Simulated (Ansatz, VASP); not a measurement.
# Cr in VASP and in Ansatz

```
CELL_PARAMETERS angstrom
-1.42453 1.42453 1.42453
1.42453 -1.42453 1.42453
1.42453 1.42453 -1.42453
ATOMIC_POSITIONS crystal
Cr 0.00000 0.00000 0.00000
```

Alike in both runs: task relaxation of cell and atoms; functional PBE; k mesh 20 × 20 × 20; occupations gaussian, width 0.1 eV; no spin polarisation.

|  | VASP | Ansatz |
| --- | --- | --- |
| version | VASP 6.6.1 | Ansatz 0.2.0 |
| potentials or method | VASP PAW PBE potentials, release 64 (Cr_pv) | scalar-relativistic, plane waves, PAW |
| plane-wave cutoff (eV) | 600 | 420 |
| valence electrons in the cell | 12 | 14 |

VASP gave:

* gap on the k mesh at the Fermi level, each at its own relaxed structure (eV): none
* relaxed volume (Å³/atom): 11.52
* relaxed cell length with the largest relative difference (Å): 2.465

Estimate Ansatz's values.

gap on the k mesh at the Fermi level, each at its own relaxed structure (eV): none; relaxed volume (Å³/atom): 11.55; relaxed cell length with the largest relative difference (Å): 2.466.

A gap of «none» marks a metal or a gap that the smearing closes. The two sets of potentials don't hold the same shells in valence.

Caveats: the run has no spin polarisation, though such a crystal can be magnetic. Spin polarisation is off, so any magnetic state and its effect on volume and gap are missing.
